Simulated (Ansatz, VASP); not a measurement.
Hg: VASP beside Ansatz

INCAR

```
SYSTEM = Hg
ALGO     = Normal         ! electronic algorithm
EDIFF    = 1E-6           ! SCF threshold, eV
ENCUT    = 520            ! plane-wave cutoff, eV
GGA      = PS             ! functional
ISIF     = 2              ! what is computed and relaxed
ISMEAR   = -1             ! smearing method
LASPH    = .True.         ! aspherical terms in the spheres
LCHARG   = .False.        ! write CHGCAR
LREAL    = .False.        ! projectors in reciprocal space
LWAVE    = .False.        ! write WAVECAR
NBANDS   = 12             ! bands
NELM     = 60             ! most SCF steps
PREC     = Accurate       ! precision mode
SIGMA    = 0.1            ! smearing width, eV
```

File KPOINTS:

```
k-points
0
Gamma
  13 13 13
  0 0 0
```

File POSCAR:

```
Hg
1.0
    0.0000000000      2.2693289483      2.2693289483
    2.2693289483      0.0000000000      2.2693289483
    2.2693289483      2.2693289483      0.0000000000
Hg
1
Direct
    0.0000000000      0.0000000000      0.0000000000
```

Input for Ansatz:

```yaml
crystal:
  lattice:
    - [0.0, 2.2693289483, 2.2693289483]
    - [2.2693289483, 0.0, 2.2693289483]
    - [2.2693289483, 2.2693289483, 0.0]
  atoms:
    - { symbol: Hg, position: [0.0, 0.0, 0.0] }
hamiltonian:
  xc: pbesol
  pseudopotentials:
    kind: paw
    azcp:
      Hg: "pseudopotentials/Hg.paw.azcp"
basis:
  ecutwfc: 420
  fft_grid_basis: typed
kpoints:
  mp_grid: { grid: [13, 13, 13], shift: [0, 0, 0] }
magnetization:
  spin_polarized: false
scf:
  occupations: { method: fermi_dirac, width: 0.1 }
  lower_state_search: "off"
output:
  stress: true
```

Alike in both runs: task single point; functional PBEsol; k mesh 13 × 13 × 13; occupations fermi-dirac, width 0.1 eV; no spin polarisation.

|  | VASP | Ansatz |
| --- | --- | --- |
| version | VASP 6.6.1 | Ansatz 0.2.0 |
| potentials or method | VASP PAW PBE potentials, release 64 (Hg) | plane waves (420 eV) with PAW, scalar-relativistic |
| plane-wave cutoff (eV) | 520 | 420 |
| valence electrons in the cell | 12 | 20 |

```csv
,VASP,Ansatz,Ansatz less VASP
pressure (GPa),0.3,-0.1,-0.36
```

The two sets of potentials don't hold the same shells in valence. Ansatz warned: «pseudo_functional_mismatch».

Caveats: the PAW data sets were made with another functional, which shifts forces and pressure a little (VASP). Spin-orbit coupling is left out, which matters for the levels of Hg.
